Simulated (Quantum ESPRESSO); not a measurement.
# Ir (Fm-3m) in Quantum ESPRESSO: notebook, part 2 of 2

Quantum ESPRESSO 7.5. Earlier steps stand in the parts before.

**3. Single point, LDA, 13.22 Å³/atom**

Contents of pw.in:

```
&CONTROL
  calculation = 'scf'
  prefix = 'pwscf'
  outdir = './tmp'
  pseudo_dir = './pseudo'
  tprnfor = .true.
  tstress = .true.
  disk_io = 'nowf'
/
&SYSTEM
  ibrav = 0
  nat = 1
  ntyp = 1
  ecutwfc = 45
  ecutrho = 360
  nbnd = 13
  occupations = 'smearing'
  smearing = 'fd'
  degauss = 0.00367493
/
&ELECTRONS
  conv_thr = 2d-10
  electron_maxstep = 120
  mixing_beta = 0.5
/
ATOMIC_SPECIES
Ir   192.2170 ir_lda_v1.2.uspp.F.UPF
CELL_PARAMETERS angstrom
   0.0000000000    1.8764951499    1.8764951499
   1.8764951499    0.0000000000    1.8764951499
   1.8764951499    1.8764951499    0.0000000000
ATOMIC_POSITIONS crystal
Ir     0.0000000000    0.0000000000    0.0000000000
K_POINTS automatic
12 12 12 0 0 0
```

Potentials or basis: GBRV 1.5 LDA.

Started as:

```sh
OMP_NUM_THREADS=1 mpirun -n 2 pw.x -nk 2 -in pw.in > pw.out
```

pw.out:

```text
This program is part of the open-source Quantum ESPRESSO suite
     for quantum simulation of materials; please cite
[... 13 lines left out ...]
     --------------------
     sticks:   dense  smooth     PW     G-vecs:    dense   smooth      PW
     Sum         625     313    109                10177     3695     725

     Using Slab Decomposition

     bravais-lattice index     =            0
     lattice parameter (alat)  =       5.0149  a.u.
     unit-cell volume          =      89.1803 (a.u.)^3
     number of atoms/cell      =            1
     number of atomic types    =            1
     number of electrons       =        15.00
     number of Kohn-Sham states=           13
     kinetic-energy cutoff     =      45.0000  Ry
     charge density cutoff     =     360.0000  Ry
     scf convergence threshold =      2.0E-10
     mixing beta               =       0.5000
     number of iterations used =            8  plain     mixing
     Exchange-correlation= SLA  PZ   NOGX NOGC
                           (   1   1   0   0   0   0   0)

     celldm(1)=   5.014889  celldm(2)=   0.000000  celldm(3)=   0.000000
     celldm(4)=   0.000000  celldm(5)=   0.000000  celldm(6)=   0.000000

     crystal axes: (cart. coord. in units of alat)
               a(1) = (   0.000000   0.707107   0.707107 )
               a(2) = (   0.707107   0.000000   0.707107 )
               a(3) = (   0.707107   0.707107   0.000000 )

     reciprocal axes: (cart. coord. in units 2 pi/alat)
               b(1) = ( -0.707107  0.707107  0.707107 )
               b(2) = (  0.707107 -0.707107  0.707107 )
[... 108 lines left out ...]
     starting charge      14.5000, renormalised to      15.0000

     negative rho (up, down):  3.669E-01 0.000E+00
     Starting wfcs are   12 randomized atomic wfcs +    1 random wfcs

     Self-consistent Calculation

     iteration #  1     ecut=    45.00 Ry     beta= 0.50
     Davidson diagonalization with overlap
     ethr =  1.00E-02,  avg # of iterations =  4.2

     negative rho (up, down):  3.194E-01 0.000E+00
[... 58 lines left out ...]
     iteration #  8     ecut=    45.00 Ry     beta= 0.50
     Davidson diagonalization with overlap
     ethr =  8.53E-12,  avg # of iterations =  2.0

     negative rho (up, down):  3.087E-01 0.000E+00

     End of self-consistent calculation

          k = 0.0000 0.0000 0.0000 (   459 PWs)   bands (ev):

   -22.6575 -22.6575 -22.6575  14.9813  22.4670  22.4670  22.4670  25.4817
    25.4817  37.9247  40.2560  46.1172  46.1172
[... 308 lines left out ...]
   -23.4323 -23.2493 -22.9747  19.3184  20.2852  23.2260  25.5413  27.7616
    33.8052  35.2246  37.9168  38.8753  42.1735

          k =-0.7071 0.1179-0.0000 (   456 PWs)   bands (ev):

   -23.5702 -23.0693 -23.0321  18.4181  18.9892  25.8234  27.1488  28.4643
    31.3461  36.7420  37.9437  38.4754  40.1169

          k =-0.2357-0.4714 0.7071 (   452 PWs)   bands (ev):
[... 36 lines left out ...]
   -23.3235 -23.3235 -23.0406  19.8771  21.4268  21.4268  24.7588  28.4693
    35.5670  36.3770  36.3770  37.9373  40.9584

     the Fermi energy is    26.8355 ev

!    total energy              =    -181.88393548 Ry
     estimated scf accuracy    <          2.7E-11 Ry
     smearing contrib. (-TS)   =      -0.00030088 Ry
     internal energy E=F+TS    =    -181.88363459 Ry

     The total energy is F=E-TS. E is the sum of the following terms:
     one-electron contribution =      -2.41607757 Ry
     hartree contribution      =      16.38574068 Ry
     xc contribution           =     -50.39701499 Ry
     ewald contribution        =    -145.45628271 Ry

     convergence has been achieved in   8 iterations

     negative rho (up, down):  3.087E-01 0.000E+00

     Forces acting on atoms (cartesian axes, Ry/au):

     atom    1 type  1   force =     0.00000000    0.00000000    0.00000000

     Total force =     0.000000     Total SCF correction =     0.000000

     Computing stress (Cartesian axis) and pressure

     negative rho (up, down):  3.087E-01 0.000E+00
          total   stress  (Ry/bohr**3)                   (kbar)     P=      208.42
   0.00141683   0.00000000   0.00000000          208.42        0.00        0.00
   0.00000000   0.00141683   0.00000000            0.00      208.42        0.00
   0.00000000   0.00000000   0.00141683            0.00        0.00      208.42

=------------------------------------------------------------------------------=
   JOB DONE.
=------------------------------------------------------------------------------=
```

It took 4.7 s on 2 MPI ranks of Arm Neoverse V1, shared host; peak memory 0.22 GiB.

What came out:

```yaml
Free_energy: -2474.6570 eV
Pressure: 20.8 GPa
Band_gap_on_the_k_mesh: none (metal or under the smearing width)
```

**4. Single point, LDA, 13.50 Å³/atom**

Edit pw.in of step 3 so:

```diff
@@ -28,5 +28,5 @@
 CELL_PARAMETERS angstrom
-   0.0000000000    1.8764951499    1.8764951499
-   1.8764951499    0.0000000000    1.8764951499
-   1.8764951499    1.8764951499    0.0000000000
+   0.0000000000    1.8897103398    1.8897103398
+   1.8897103398    0.0000000000    1.8897103398
+   1.8897103398    1.8897103398    0.0000000000
 ATOMIC_POSITIONS crystal
```

Started as:

```sh
OMP_NUM_THREADS=1 mpirun -n 2 pw.x -nk 2 -in pw.in > pw.out
```

Wall time 4.7 s (2 MPI ranks of Arm Neoverse V1, shared host); peak memory 0.22 GiB.

Results (log left out):

```yaml
Free_energy: -2474.6849 eV
Pressure: 10.7 GPa
Band_gap_on_the_k_mesh: none (metal or under the smearing width)
```

**5. Single point, LDA, 13.78 Å³/atom**

Edit pw.in of step 4 so:

```diff
@@ -28,5 +28,5 @@
 CELL_PARAMETERS angstrom
-   0.0000000000    1.8897103398    1.8897103398
-   1.8897103398    0.0000000000    1.8897103398
-   1.8897103398    1.8897103398    0.0000000000
+   0.0000000000    1.9027432368    1.9027432368
+   1.9027432368    0.0000000000    1.9027432368
+   1.9027432368    1.9027432368    0.0000000000
 ATOMIC_POSITIONS crystal
```

Started as:

```sh
OMP_NUM_THREADS=1 mpirun -n 2 pw.x -nk 2 -in pw.in > pw.out
```

It took 4.8 s on 2 MPI ranks of Arm Neoverse V1, shared host; peak memory 0.22 GiB.

The run converged. Its results:

```yaml
Free_energy: -2474.6959 eV
Pressure: 1.7 GPa
Band_gap_on_the_k_mesh: none (metal or under the smearing width)
```

**6. Single point, LDA, 14.06 Å³/atom**

Edit pw.in of step 5 so:

```diff
@@ -28,5 +28,5 @@
 CELL_PARAMETERS angstrom
-   0.0000000000    1.9027432368    1.9027432368
-   1.9027432368    0.0000000000    1.9027432368
-   1.9027432368    1.9027432368    0.0000000000
+   0.0000000000    1.9156000000    1.9156000000
+   1.9156000000    0.0000000000    1.9156000000
+   1.9156000000    1.9156000000    0.0000000000
 ATOMIC_POSITIONS crystal
```

Potentials or basis: GBRV 1.5 LDA.

Started as:

```sh
OMP_NUM_THREADS=1 mpirun -n 2 pw.x -nk 2 -in pw.in > pw.out
```

It took 4.8 s on 2 MPI ranks of Arm Neoverse V1, shared host; peak memory 0.22 GiB.

The run converged. Its results:

```
Free energy            : -2474.6920 eV
Pressure               : -6.3 GPa
Band gap on the k mesh : none (metal or under the smearing width)
```

**7. Single point, LDA, 14.34 Å³/atom**

Edit pw.in of step 6 so:

```diff
@@ -28,5 +28,5 @@
 CELL_PARAMETERS angstrom
-   0.0000000000    1.9156000000    1.9156000000
-   1.9156000000    0.0000000000    1.9156000000
-   1.9156000000    1.9156000000    0.0000000000
+   0.0000000000    1.9282864624    1.9282864624
+   1.9282864624    0.0000000000    1.9282864624
+   1.9282864624    1.9282864624    0.0000000000
 ATOMIC_POSITIONS crystal
```

Started as:

```sh
OMP_NUM_THREADS=1 mpirun -n 2 pw.x -nk 2 -in pw.in > pw.out
```

Wall time 4.8 s (2 MPI ranks of Arm Neoverse V1, shared host); peak memory 0.22 GiB.

Results (log left out):

| Property | Result |
| --- | --- |
| Free energy | -2474.6749 eV |
| Pressure | -13.4 GPa |
| Band gap on the k mesh | none (metal or under the smearing width) |

**8. Single point, LDA, 14.62 Å³/atom**

Edit pw.in of step 7 so:

```diff
@@ -28,5 +28,5 @@
 CELL_PARAMETERS angstrom
-   0.0000000000    1.9282864624    1.9282864624
-   1.9282864624    0.0000000000    1.9282864624
-   1.9282864624    1.9282864624    0.0000000000
+   0.0000000000    1.9408081540    1.9408081540
+   1.9408081540    0.0000000000    1.9408081540
+   1.9408081540    1.9408081540    0.0000000000
 ATOMIC_POSITIONS crystal
```

Started as:

```sh
OMP_NUM_THREADS=1 mpirun -n 2 pw.x -nk 2 -in pw.in > pw.out
```

Wall time 4.9 s (2 MPI ranks of Arm Neoverse V1, shared host); peak memory 0.22 GiB.

The run converged. Its results:

```yaml
Free_energy: -2474.6462 eV
Pressure: -19.6 GPa
Band_gap_on_the_k_mesh: none (metal or under the smearing width)
```

**9. Single point, LDA, 14.90 Å³/atom**

Edit pw.in of step 8 so:

```diff
@@ -28,5 +28,5 @@
 CELL_PARAMETERS angstrom
-   0.0000000000    1.9408081540    1.9408081540
-   1.9408081540    0.0000000000    1.9408081540
-   1.9408081540    1.9408081540    0.0000000000
+   0.0000000000    1.9531703226    1.9531703226
+   1.9531703226    0.0000000000    1.9531703226
+   1.9531703226    1.9531703226    0.0000000000
 ATOMIC_POSITIONS crystal
```

Potentials or basis: GBRV 1.5 LDA.

Started as:

```sh
OMP_NUM_THREADS=1 mpirun -n 2 pw.x -nk 2 -in pw.in > pw.out
```

It took 4.9 s on 2 MPI ranks of Arm Neoverse V1, shared host; peak memory 0.22 GiB.

Results (log left out):

* Free energy: -2474.6073 eV
* Pressure: -25.1 GPa
* Band gap on the k mesh: none (metal or under the smearing width)

**10. Equation of state, LDA**

Potentials or basis: GBRV 1.5 LDA.

This step only gathers the single runs of the series.

What came out:

```
Equilibrium volume                      : 13.84 Å³/atom
Bulk modulus                            : 406 GPa
Pressure derivative of the bulk modulus : 5.1
```

Energy against volume, from the lowest point:
| volume (Å³/atom) | energy (meV/atom) |
| --- | --- |
| 13.215 | 38.89 |
| 13.496 | 11.02 |
| 13.778 | 0.00 |
| 14.059 | 3.87 |
| 14.340 | 20.96 |
| 14.621 | 49.66 |
| 14.902 | 88.65 |

**11. The reference run**

An earlier run on the cell as given: functional PBEsol; potentials or basis GBRV 1.5 PBEsol; cutoff 612 eV; density cutoff 4898 eV; k mesh 12 × 12 × 12; occupations fermi-dirac, width 0.05 eV; no spin polarisation.

* Pressure: -0.7 GPa
* Band gap on the k mesh: none (metal or under the smearing width)

**12. The runs side by side**

| task | level | potentials or basis | form of the LDA correlation | gap on the mesh (eV) | pressure (GPa) |
| --- | --- | --- | --- | --- | --- |
| band structure | PBEsol | GBRV 1.5 PBEsol | - | none | -0.7 |
| equation of state | LDA | GBRV 1.5 LDA | PZ81 | - | - |
| single point | PBEsol | GBRV 1.5 PBEsol | - | none | -0.7 |

Alike in all rows: no spin polarisation; cell as given; k mesh 12 × 12 × 12; cutoff (eV) 612; smearing fermi-dirac 0.05 eV.

Caveats: spin-orbit coupling is left out, which moves the levels of the heavy elements (some runs).

Total energies depend on the potentials used, so only differences within one code and one set of settings carry meaning.
